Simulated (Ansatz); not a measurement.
# Does disorder add resistance in series? Pt(111) layers with 12.5 % Rh

Two lengths of the disordered region are known. What area resistance does the third give?

How it was computed: Ansatz 0.2.0, plane waves with PAW datasets at their recommended cutoffs (420 eV for most), Fermi-Dirac smearing; ballistic transmission by layer matching. The area resistance is RA = A (h/2e²)(1/T − 1/N), with T the zone-mean transmission per spin and N the lead's channels, both averaged over a few energies near the Fermi level; for magnets each spin is taken apart, with h/e², and the two conduct in parallel. Lateral cell 2x2, PBE, a fresh random draw for each length.

The runs, with one result withheld:

```tsv
length (Å)	channels N	RA (fΩ m²)
9.06	6.753	0.102
18.1	6.713	0.127
27.2	6.713	?
```

**Estimate by hand.**

Ohm's law makes RA linear in the length: the slope is (0.127 − 0.102)/(18.1 − 9.06) = 2.74×10⁻³ fΩ m² per Å, or 2.7 µΩ cm. Then 0.127 + 2.74×10⁻³ × 9.06. Predicted: 0.152 fΩ m².

**The withheld run.**

0.185 fΩ m², so the prediction is 18 % too low. The three lengths together give 4.6 µΩ cm. Single draws scatter; these runs don't part the causes of the miss, and leave the question open.

Caveats: The scatterers repeat sideways with the small cell. The slope is a raw one; a model of isotropic scattering puts it 1.12 times the bulk value over these lengths. Atoms sit unrelaxed on the host's lattice, and the pair may not mix at random in practice. Spin-orbit coupling is left out, which matters for Pt.

[Logs are printed without paths, hosts, clocks, repeated set-up lines and the standing remarks that a program may print on its own settings, such as how far it seeks lower states.]
